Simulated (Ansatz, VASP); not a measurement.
**One calculation of S, two programs**

The input INCAR:

```
PREC = Accurate
ENCUT = 520
EDIFF = 1E-6
ISMEAR = -1
SIGMA = 0.08
LREAL = False
LASPH = True
NELM = 100
ALGO = Normal
ISIF = 2
LWAVE = False
LCHARG = False
GGA = PE
NBANDS = 13
```

KPOINTS

```
regular mesh
0
Gamma
  13 13 13
```

The input POSCAR:

```
S
1.0
    0.0000000000      2.3716894147      2.3716894147
    2.3716894147      0.0000000000      2.3716894147
    2.3716894147      2.3716894147      0.0000000000
S
2
Direct
   -0.1250000000     -0.1250000000     -0.1250000000
    0.1250000000      0.1250000000      0.1250000000
```

Input for Ansatz:

```yaml
crystal:
  lattice:
    - [0.0, 2.3716894147, 2.3716894147]
    - [2.3716894147, 0.0, 2.3716894147]
    - [2.3716894147, 2.3716894147, 0.0]
  atoms:
    - { symbol: S, position: [-0.125, -0.125, -0.125] }
    - { symbol: S, position: [0.125, 0.125, 0.125] }
kpoints:
  mp_grid: { grid: [13, 13, 13] }
scf:
  occupations: { method: fermi_dirac, width: 0.08 }
hamiltonian:
  xc: pbe
  pseudopotentials: { kind: paw }
output:
  forces: true
  stress: true
  eigenvalues: true
  populations: true
```

Change from the starting cell: volume scaled by 0.55, PAW files.

Alike in both runs: task single point; functional PBE; k mesh 13 × 13 × 13; occupations fermi-dirac, width 0.08 eV; no spin polarisation.

```csv
,VASP,Ansatz
version,VASP 6.6.1,Ansatz 0.2.0
potentials or method,"VASP PAW PBE potentials, release 64 (S)","PAW with Ansatz's default frozen-core files, scalar-relativistic"
plane-wave cutoff (eV),520,420
valence electrons in the cell,12,12
```

Ansatz gave:

```
pressure (GPa) : 64.9
```

Question: What did VASP give for the same quantities?

Answer: Pressure (GPa): 64.5.

The functional is the same, so the differences come from potentials, cutoffs and numerics.

Caveats: the cell as given lies far from equilibrium; so large a pressure means that the cell lies far from this level's equilibrium, or that cutoff or potentials fall short (VASP).
